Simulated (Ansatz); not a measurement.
# Rh: strong compression, part 2 of 2

How does Rh (simple hexagonal type) answer strong compression, and how long do frozen cores keep up with all electrons? The runs shown use LAPW, crystal datasets and norm-conserving. Companion runs by PAW are cited. Its runs: the reference run (LAPW); volume scaled by 1 (crystal datasets and norm-conserving); volume scaled by 0.92 (LAPW); volume scaled by 0.84 (LAPW, crystal datasets and norm-conserving); volume scaled by 0.76 (LAPW); volume scaled by 0.68 (LAPW, crystal datasets and norm-conserving); volume scaled by 0.6 (LAPW and norm-conserving); volume scaled by 0.52 (LAPW); volume scaled by 0.45 (LAPW, crystal datasets and norm-conserving).

Ansatz 0.2.0; DFT PBE; a cell built from a prototype (simple hexagonal type), not taken from measurement. «Crystal datasets» are all-electron PAW datasets made for this crystal. The steps go on from the part before.

## 13. Volume scaled by 0.6, LAPW

input.yaml reads:

```yaml
crystal:
  lattice:
    - [2.2391282396, 0.0, 0.0]
    - [-1.1195641198, 1.9391419378, 0.0]
    - [0.0, 0.0, 2.1213506196]
  atoms:
    - { symbol: Rh, position: [0.0, 0.0, 0.0] }
kpoints:
  mp_grid: { grid: [17, 17, 15] }
scf:
  occupations: { method: fermi_dirac, width: 0.1 }
hamiltonian:
  xc: pbe
  pseudopotentials: { kind: all_electron, lapw: { basis_error: 0.001 } }
output:
  forces: true
  stress: true
  eigenvalues: true
  populations: true
```

On the command line:

```sh
$ ansatz run input.yaml --threads 1 --pin off --max-ram 2048MiB --backend cpu --events-out ev --progress --plain --runs-dir out
```

Output, shortened:

```text
Rh: projections on atomic orbitals take those of the free atom 1s2 2s2 2p6 3s2 3p6 3d10 4s2 4p6 4d8 5s1, of charge +0.00 (hamiltonian.pseudopotentials.projection_atoms)
LAPW: plane waves up to 10.939 Å⁻¹, error target 1.0e-3 eV per atom; small_component_spin mean_spin; Rh in spheres of 1.061 Å, 35 of its electrons in bands, Dirac shells []
[...]
Pseudopotentials: kind: all_electron
[...]
  atom   1  Rh     0.00000000     0.00000000     0.00000000
[...]
--- Stress (GPa, compression-positive) ---
      371.673627      -0.000000       0.000000
       -0.000000     371.673627       0.000000
        0.000000       0.000000     371.252092
  P = ⅓ Tr σ = 371.5331 GPa (3715.331 kbar)
--- Band table (eV; the first three rows and the last of 264) ---
[... band rows left out ...]
[...]
--- Löwdin populations: 1 site ---
  site symbol       q [e]
     0     Rh     44.9204
  spilling = 0.001769 (of n_electrons = 45.000000)
```

Wall time 31 s (1 thread of Arm Neoverse V1, shared host); peak memory 0.47 GiB.

In short: pressure 371.53 GPa; no gap.

## 14. Volume scaled by 0.6, norm-conserving

input.yaml, as its differences from that of step 13:

```diff
@@ -13,3 +13,3 @@
   xc: pbe
-  pseudopotentials: { kind: all_electron, lapw: { basis_error: 0.001 } }
+  pseudopotentials: { kind: nc }
 output:
@@ -18,2 +18 @@
   eigenvalues: true
-  populations: true
```

On the command line:

```sh
$ ansatz run input.yaml --threads 1 --pin off --max-ram 2048MiB --backend cpu --events-out ev --progress --plain --runs-dir out
```

Output, shortened:

```text
[...]
[... 3 set-up lines as earlier in the session ...]
[...]
Crystal: 1 atoms, lattice volume = 9.211 Å³
Basis set: ecut = 1197.300995 eV, 875 PW (Γ), exchange–correlation on 54×54×48 points (8 copies of the dense FFT grid, shifted against one another)
[...]
  atom   1  Rh    -0.00000000    -0.00000000     0.00000000
[...]
--- Stress (GPa, compression-positive) ---
      372.976297      -0.000000       0.000000
       -0.000000     372.976297       0.000000
        0.000000       0.000000     372.784235
  P = ⅓ Tr σ = 372.9123 GPa (3729.123 kbar)
--- Band table (eV; the first three rows and the last of 264) ---
  k-point 0: bands = ["-43.9229", "-10.0102", "-10.0102", "-9.9402", "26.1085", "26.3869", "31.3058", "31.3058", "38.9151", "38.9151", "51.7601", "57.1160", "64.2207"]
[...]
```

Wall time 8 s (1 thread of Arm Neoverse V1, shared host); peak memory 0.3 GiB.

This run gives: pressure 372.91 GPa; no gap.

## 15. Volume scaled by 0.52, LAPW

input.yaml reads:

```yaml
crystal:
  lattice:
    - [2.1358157519, 0.0, 0.0]
    - [-1.0679078759, 1.8496706989, 0.0]
    - [0.0, 0.0, 2.0206677617]
  atoms:
    - { symbol: Rh, position: [0.0, 0.0, 0.0] }
kpoints:
  mp_grid: { grid: [17, 17, 15] }
scf:
  occupations: { method: fermi_dirac, width: 0.1 }
hamiltonian:
  xc: pbe
  pseudopotentials: { kind: all_electron, lapw: { basis_error: 0.001 } }
output:
  forces: true
  stress: true
  eigenvalues: true
  populations: true
```

On the command line:

```sh
$ ansatz run input.yaml --threads 1 --pin off --max-ram 2048MiB --backend cpu --events-out ev --progress --plain --runs-dir out
```

Output, shortened:

```text
Rh: projections on atomic orbitals take those of the free atom 1s2 2s2 2p6 3s2 3p6 3d10 4s2 4p6 4d8 5s1, of charge +0.00 (hamiltonian.pseudopotentials.projection_atoms)
LAPW: plane waves up to 11.478 Å⁻¹, error target 1.0e-3 eV per atom; small_component_spin mean_spin; Rh in spheres of 1.010 Å, 35 of its electrons in bands, Dirac shells []
[...]
[... 1 set-up line as earlier in the session ...]
[...]
  atom   1  Rh     0.00000000    -0.00000000    -0.00000000
[...]
--- Stress (GPa, compression-positive) ---
      662.985636       0.000000      -0.000000
        0.000000     662.985636      -0.000000
       -0.000000      -0.000000     663.265592
  P = ⅓ Tr σ = 663.0790 GPa (6630.790 kbar)
--- Band table (eV; the first three rows and the last of 264) ---
[... band rows left out ...]
[...]
--- Löwdin populations: 1 site ---
  site symbol       q [e]
     0     Rh     44.9147
  spilling = 0.001895 (of n_electrons = 45.000000)
```

Run time: 29 s. Hardware: 1 thread of Arm Neoverse V1, shared host; peak memory 0.46 GiB.

In short: pressure 663.08 GPa; no gap.

## 16. Volume scaled by 0.45, LAPW

input.yaml reads:

```yaml
crystal:
  lattice:
    - [2.0352585281, 0.0, 0.0]
    - [-1.017629264, 1.7625855886, 0.0]
    - [0.0, 0.0, 1.9257170993]
  atoms:
    - { symbol: Rh, position: [0.0, 0.0, 0.0] }
kpoints:
  mp_grid: { grid: [17, 17, 15] }
  band_path:
    path:
      - [0.0, 0.0, 0.0]
      - [0.5, 0.0, 0.0]
      - [0.3333333333, 0.3333333333, 0.0]
      - [0.0, 0.0, 0.0]
      - [0.0, 0.0, 0.5]
      - [0.5, 0.0, 0.5]
      - [0.3333333333, 0.3333333333, 0.5]
      - [0.0, 0.0, 0.5]
      - [0.5, 0.0, 0.5]
    npoints: 8
scf:
  occupations: { method: fermi_dirac, width: 0.1 }
hamiltonian:
  xc: pbe
  pseudopotentials: { kind: all_electron, lapw: { basis_error: 0.001 } }
output:
  forces: true
  stress: true
  eigenvalues: true
  populations: true
  dos: { projected: true, de: 0.2, e_range: [-14, 8] }
```

On the command line:

```sh
$ ansatz run input.yaml --threads 1 --pin off --max-ram 2048MiB --backend cpu --events-out ev --progress --plain --runs-dir out
```

Output:

```text
Rh: projections on atomic orbitals take those of the free atom 1s2 2s2 2p6 3s2 3p6 3d10 4s2 4p6 4d8 5s1, of charge +0.00 (hamiltonian.pseudopotentials.projection_atoms)
LAPW: plane waves up to 12.026 Å⁻¹, error target 1.0e-3 eV per atom; small_component_spin mean_spin; Rh in spheres of 0.963 Å, 35 of its electrons in bands, Dirac shells []
Engine: ansatz 0.2.0
[... 1 set-up line as earlier in the session ...]
Pseudopotential: Rh, LAPW, valence charge 35, Koelling and Harmon's equation, gaussian nucleus
[... 1 set-up line as earlier in the session ...]
  parameter kappa = 0.804
  parameter beta = 0.06672455060314922
  exchange = pbe_x(kappa = kappa, mu = beta*pi^2/3)
  correlation = pbe_c(beta = beta)
Crystal: 1 atoms, lattice volume = 6.908 Å³
Basis set: ecut = 551.060580884698 eV, 199 PW (Γ), exchange–correlation at level 2
Bands: 22, of which v1, the nominal top of the filled ones, is band 18 counted from 1 (17 counted from 0)
Symmetry: 24 space group operations
Space group: P6/mmm (ITA 191), of the structure as read, at distance tolerance 1.9e-5 Å
k-points: 264 of 4335
Non-local potential: Rh, projectors of the file, none
Initial density: superposition of atomic densities (chi_scale 0.1, normalization cell)
Initial wavefunctions: plane waves of lowest kinetic energy (no species holds an atomic orbital)
Functional: x = pbe(κ = 0.804, μ = 0.2195149727645171), c = pbe(β = 0.06672455060314922)
iter 1 solved again at ethr=1.66e-5 eV; its pass at ethr=1.00e-1 eV (dr2=5.81e-3 eV) is discarded
SCF iter   1: F=—  HF=-130172.767789 eV  |F-HF|=—  |Δ(HF+E_count)|=         —  Δρ=1.63e-2  dr2=5.90e-3  ethr=1.66e-5  ⟨swp⟩=3.4  Hψ=41908  notcnv=0
preconditioner: auto → none  [metal: Δε(μ)=0.027 eV  Ē_g=40.992 eV  σ=0.100 eV  W_gap=0.07  n_scr=8 (ndim 8)  ℏωp=54.7 eV  f_vac=0.000  D(μ)=0.41/eV (n_scr^D=0)  sad-step TF]
SCF iter   2: F=—  HF=-130172.768778 eV  |F-HF|=—  |Δ(HF+E_count)|=   9.88e-4  Δρ=1.15e-2  dr2=3.54e-3  ethr=1.66e-5  ⟨swp⟩=2.0  Hψ=16567  notcnv=0
iter 3 solved again at ethr=1.30e-7 eV; its pass at ethr=1.01e-5 eV (dr2=4.55e-5 eV) is discarded
SCF iter   3: F=—  HF=-130172.769706 eV  |F-HF|=—  |Δ(HF+E_count)|=   9.28e-4  Δρ=1.29e-3  dr2=4.57e-5  ethr=1.30e-7  ⟨swp⟩=2.0  Hψ=28397  notcnv=0
SCF iter   4: F=—  HF=-130172.769441 eV  |F-HF|=—  |Δ(HF+E_count)|=         —  Δρ=5.68e-4  dr2=1.00e-5  ethr=1.30e-7  ⟨swp⟩=2.9  Hψ=17050  notcnv=0
the basis was enlarged: its passes take 61.4 KiB over the memory plan, 1 of 1 planned eigensolver slots
SCF iter   5: F=—  HF=-130172.769446 eV  |F-HF|=—  |Δ(HF+E_count)|=   5.30e-6  Δρ=4.41e-5  dr2=7.58e-8  ethr=2.86e-8  ⟨swp⟩=2.0  Hψ=16567  notcnv=0
SCF iter   6: F=-130172.769446 eV  HF=-130172.769446 eV  |F-HF|=1.60e-10  |Δ(HF+E_count)|=   5.46e-8  Δρ=4.87e-6  dr2=7.98e-10  ethr=2.16e-10  ⟨swp⟩=3.0  Hψ=17623  notcnv=0
SCF 1 converged in 6 iterations: F = -130172.769446 eV  dr2 = 7.98e-10
NSCF: frozen V_eff on 65 k-points
SCF converged after 6 iterations
Free energy (F): -130172.769446 eV
Harris-Foulkes:  -130172.769446 eV  (|F-HF|=1.60e-10)
Internal energy: -130172.755901 eV  (E = F + TS)
E sigma→0 (E₀):  -130172.762674 eV
Entropy (-TS):   -0.013545 eV (-13.545 meV/atom)
Fermi energy:    54.903860 eV
--- Per-component energies (eV) ---
  E_band       = -5667.463933
  E_kinetic    = 135750.056154
  E_xc         = -3801.955060
  E_electrostatic = -262120.856996  (all electrons and nuclei)
  E_smearing   = -0.013545  (= −TS)
  E_closure    = 0.000000  (closes the sum)
  E_atoms      = -130180.026586  (free atoms, spherical and without spin; not in F)
  Σ components = -130172.769446   (vs F -130172.769446, Δ=0.00e0)
  Basis errors (estimates in eV, not in F): energy 3.4e-4 per atom: plane waves 3.2e-4 (1.8e-4 summed), levels above the bands 3.4e-101, relativity 7.3e-8, radial functions 1.8e-5, core shells 3.0e-12; eigenvalues (radial functions only) 7.6e-6; not estimated: angular momenta, meshes, grids; target (lapw.basis_error) 1.0e-3; muffin-tin radii Rh 0.963 Å
--- Forces (eV/Å), atoms counted from 1 ---
  atom   1  Rh     0.00000000     0.00000000     0.00000000
  max |Σ_I F_I| component: 2.63e-31 eV/Å
--- Stress (GPa, compression-positive) ---
     1125.381535       0.000000       0.000000
        0.000000    1125.381535       0.000000
        0.000000       0.000000    1126.602730
  P = ⅓ Tr σ = 1125.7886 GPa (11257.886 kbar)
--- Band table (eV; the first three rows and the last of 264) ---
  k-point 0: bands = ["-539.2004", "-425.1971", "-425.1971", "-425.1928", "-243.0813", "-243.0713", "-243.0713", "-243.0537", "-243.0537", "-29.2911", "7.0929", "7.0929", "7.0994", "39.2677", "42.4572", "46.1837", "46.1837", "57.8561", "57.8561", "67.1104", "76.9596", "84.1907"]
  k-point 1: bands = ["-539.2004", "-425.1971", "-425.1971", "-425.1928", "-243.0813", "-243.0713", "-243.0713", "-243.0537", "-243.0537", "-29.2330", "6.7235", "7.1234", "7.1234", "39.6994", "42.8008", "46.2510", "46.2510", "57.4088", "57.4088", "67.2505", "76.0095", "85.0406"]
  k-point 2: bands = ["-539.2004", "-425.1971", "-425.1971", "-425.1928", "-243.0812", "-243.0713", "-243.0713", "-243.0537", "-243.0537", "-29.0659", "5.7102", "7.2102", "7.2102", "40.6854", "43.9913", "46.4447", "46.4447", "56.2460", "56.2460", "67.6642", "73.8466", "87.4124"]
  k-point 263: bands = ["-539.2004", "-425.1971", "-425.1971", "-425.1929", "-243.0802", "-243.0711", "-243.0711", "-243.0539", "-243.0539", "-25.8674", "1.7569", "2.8288", "3.5830", "39.3195", "40.7411", "48.6502", "50.9942", "60.1057", "73.4925", "76.4925", "76.7934", "81.2888"]
--- Löwdin populations: 1 site ---
  site symbol       q [e]
     0     Rh     44.9038
  spilling = 0.002138 (of n_electrons = 45.000000)
```

Run time: 35 s. Hardware: 1 thread of Arm Neoverse V1, shared host; peak memory 0.47 GiB.

This run gives: pressure 1125.79 GPa; no gap.

At the corners of the path (eV, zero at the Fermi level):

| point | band 14 | band 15 | band 16 | band 17 | band 18 | band 19 | band 20 |
| --- | --- | --- | --- | --- | --- | --- | --- |
| Γ | -15.64 | -12.45 | -8.72 | -8.72 | 2.95 | 2.95 | 12.21 |
| M | -16.34 | -10.90 | -4.97 | 1.00 | 1.21 | 3.72 | 18.00 |
| K | -10.76 | -7.97 | -7.97 | -2.87 | -2.87 | 10.25 | 10.25 |
| Γ | -15.64 | -12.45 | -8.72 | -8.72 | 2.95 | 2.95 | 12.21 |
| A | -9.77 | -6.96 | -6.96 | -4.47 | -4.47 | -2.06 | 16.88 |
| L | -18.07 | -13.41 | -7.47 | 4.54 | 5.96 | 7.29 | 14.49 |
| H | -15.00 | -15.00 | -5.03 | -5.03 | 5.32 | 20.68 | 20.68 |
| A | -9.77 | -6.96 | -6.96 | -4.47 | -4.47 | -2.06 | 16.88 |
| L | -18.07 | -13.41 | -7.47 | 4.54 | 5.96 | 7.29 | 14.49 |

States per cell in windows of 1 eV (zero at the Fermi level; grid of 0.20 eV, so sharp peaks spill over the borders):

| from | to | total | Rh 4d | Rh 5s |
| --- | --- | --- | --- | --- |
| -10 | -9 | 0.53 | 0.46 | 0.04 |
| -9 | -8 | 0.48 | 0.40 | 0.05 |
| -8 | -7 | 0.68 | 0.62 | 0.04 |
| -7 | -6 | 0.62 | 0.56 | 0.03 |
| -6 | -5 | 0.49 | 0.46 | 0.02 |
| -5 | -4 | 0.46 | 0.44 | 0.01 |
| -4 | -3 | 0.62 | 0.59 | 0.02 |
| -3 | -2 | 0.55 | 0.51 | 0.02 |
| -2 | -1 | 0.51 | 0.45 | 0.04 |
| -1 | 0 | 0.56 | 0.48 | 0.06 |
| 0 | 1 | 0.48 | 0.40 | 0.06 |
| 1 | 2 | 0.42 | 0.34 | 0.06 |
| 2 | 3 | 0.32 | 0.24 | 0.06 |
| 3 | 4 | 0.25 | 0.16 | 0.06 |
| 4 | 5 | 0.22 | 0.12 | 0.07 |

## 17. Volume scaled by 0.45, crystal datasets

input.yaml reads:

```yaml
crystal:
  lattice:
    - [2.0352585281, 0.0, 0.0]
    - [-1.017629264, 1.7625855886, 0.0]
    - [0.0, 0.0, 1.9257170993]
  atoms:
    - { symbol: Rh, position: [0.0, 0.0, 0.0] }
kpoints:
  mp_grid: { grid: [17, 17, 15] }
scf:
  occupations: { method: fermi_dirac, width: 0.1 }
hamiltonian:
  xc: pbe
  pseudopotentials: { kind: all_electron, datasets: crystal }
output:
  forces: true
  stress: true
  eigenvalues: true
```

On the command line:

```sh
$ ansatz run input.yaml --threads 1 --pin off --max-ram 2048MiB --backend cpu --events-out ev --progress --plain --runs-dir out
```

Output, shortened:

```text
[...]
[... 1 set-up line as earlier in the session ...]
Pseudopotential: Rh, paw, valence charge 17, recommended cutoff 620 eV (normal), Koelling and Harmon's equation, gaussian nucleus
[... 1 set-up line as earlier in the session ...]
[...]
Crystal: 1 atoms, lattice volume = 6.908 Å³
Basis set: ecut = 620 eV, 229 PW (Γ), exchange–correlation on 36×36×32 points (8 copies of the dense FFT grid, shifted against one another)
[...]
  atom   1  Rh    -0.00000000     0.00000000     0.00000000
[...]
--- Stress (GPa, compression-positive) ---
     1125.377447       0.000000       0.000000
        0.000000    1125.377447       0.000000
        0.000000       0.000000    1126.611035
  P = ⅓ Tr σ = 1125.7886 GPa (11257.886 kbar)
--- Band table (eV; the first three rows and the last of 264) ---
  k-point 0: bands = ["-29.2912", "7.0929", "7.0929", "7.0993", "39.2678", "42.4572", "46.1837", "46.1837", "57.8560", "57.8560", "67.1103"]
[...]
```

It took 17 s on 1 thread of Arm Neoverse V1, shared host; peak memory 0.53 GiB.

Result: pressure 1125.79 GPa; no gap.

## 18. Volume scaled by 0.45, norm-conserving

input.yaml, as its differences from that of step 17:

```diff
@@ -13,3 +13,3 @@
   xc: pbe
-  pseudopotentials: { kind: all_electron, datasets: crystal }
+  pseudopotentials: { kind: nc }
 output:
```

On the command line:

```sh
$ ansatz run input.yaml --threads 1 --pin off --max-ram 2048MiB --backend cpu --events-out ev --progress --plain --runs-dir out
```

Output, shortened:

```text
[...]
[... 3 set-up lines as earlier in the session ...]
[...]
Crystal: 1 atoms, lattice volume = 6.908 Å³
Basis set: ecut = 1197.300995 eV, 647 PW (Γ), exchange–correlation on 48×48×48 points (8 copies of the dense FFT grid, shifted against one another)
[...]
  atom   1  Rh     0.00000000     0.00000000     0.00000000
[...]
--- Stress (GPa, compression-positive) ---
     1130.775478       0.000000       0.000000
        0.000000    1130.775478       0.000000
        0.000000       0.000000    1133.276824
  P = ⅓ Tr σ = 1131.6093 GPa (11316.093 kbar)
--- Band table (eV; the first three rows and the last of 264) ---
  k-point 0: bands = ["-33.0489", "3.3354", "3.3354", "3.3444", "35.4654", "38.6767", "42.3895", "42.3895", "54.0537", "54.0537", "63.3029", "73.2001", "80.5021"]
[...]
```

It took 5.9 s on 1 thread of Arm Neoverse V1, shared host; peak memory 0.28 GiB.

Result: pressure 1131.61 GPa; no gap.

## 19. Side by side

Rows by PAW come from runs of the same series that aren't printed here.

```
              method  volume over the first  volume (Å³/atom)  pressure (GPa)  SCF cycles, by the record's count
                LAPW                      1            15.351           -0.04                                  6
                LAPW                   0.92            14.123           21.34                                  6
                LAPW                   0.84            12.895           56.18                                  6
                LAPW                   0.76            11.667          113.28                                  6
                LAPW                   0.68            10.439          208.42                                  6
                LAPW                    0.6             9.211          371.53                                  6
                LAPW                   0.52             7.983          663.08                                  5
                LAPW                   0.45             6.908         1125.79                                  6
                 PAW                      1            15.351           -0.01                                  6
                 PAW                   0.92            14.123           21.37                                  6
                 PAW                   0.84            12.895           56.19                                  6
                 PAW                   0.76            11.667          113.24                                  6
                 PAW                   0.68            10.439          208.26                                  6
                 PAW                    0.6             9.211          371.07                                  6
                 PAW                   0.52             7.983          661.35                                  6
                 PAW                   0.45             6.908         1120.13                                  6
PAW (cutoff 1000 eV)                   0.92            14.123           21.30                                  6
 PAW (cutoff 250 eV)                   0.45             6.908         1154.85                                  6
    crystal datasets                      1            15.351           -0.04                                  8
    crystal datasets                   0.84            12.895           56.19                                  7
    crystal datasets                   0.68            10.439          208.42                                  8
    crystal datasets                   0.45             6.908         1125.79                                  7
     norm-conserving                      1            15.351            0.03                                  6
     norm-conserving                   0.84            12.895           56.41                                  6
     norm-conserving                   0.68            10.439          209.15                                  6
     norm-conserving                    0.6             9.211          372.91                                  6
     norm-conserving                   0.45             6.908         1131.61                                  6
```

## 20. Outcome

The summary covers parts 1 to 2.

| quantity | value |
| --- | --- |
| LAPW pressure at 0.45 of the volume | 1125.8 GPa |
| PAW pressure at 0.45 of the volume | 1120.1 GPa |
| PAW (cutoff 250 eV) pressure at 0.45 of the volume | 1154.9 GPa |
| crystal datasets pressure at 0.45 of the volume | 1125.8 GPa |
| norm-conserving pressure at 0.45 of the volume | 1131.6 GPa |
| fitted bulk modulus at zero pressure (LAPW) | 223 GPa |
| its pressure derivative | 4.54 |

What this shows: By LAPW the pressure climbs to 1126 GPa at 0.45 of the first volume. A third-order Birch-Murnaghan curve fits the range only roughly (B₀ = 223 GPa, B′ = 4.54, misfit at most 11.33 GPa). A fit over so wide a range leans to the high pressures, so B₀ can be off by several per cent. Where LAPW's pressure is over 3 GPa, PAW's departs from it by at most 0.6 %, at 0.45 of the volume. The ions are at rest, and the electrons smeared by 0.1 eV.
